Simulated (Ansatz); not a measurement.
Crystal: TaN.

```
Ta N
1.0
     0.00000    2.21132    2.21132
     2.21132    0.00000    2.21132
     2.21132    2.21132    0.00000
Ta N
1 1
Direct
  0.50000 0.50000 0.50000
  0.00000 0.00000 0.00000
```

The cell comes from a database or a generator and needn't be the stable form of this composition.

Base run:

```yaml
Program: Ansatz 0.2.0
Functional: PBEsol
Potentials_or_basis: all-electron LAPW, relativistic spinors
Cutoff: 355 eV (chosen from the basis error)
Basis_error_allowed: 0.001 eV/atom
k_mesh: 7 × 7 × 7
Occupations: fermi-dirac, width 0.05 eV
Spin: spin-orbit coupling, no magnetisation
```

Its results: pressure -10.7 GPa.

**Question.** The run is repeated on the same cell with these changes: functional from PBEsol to PBE. What comes out?

**Answer.** Pressure -1.3 GPa.

PBE binds less tightly than PBEsol, so the same cell stands under more pressure.

Caveats: the k mesh is thin for a metal, which can move the energy by tens of meV per atom.
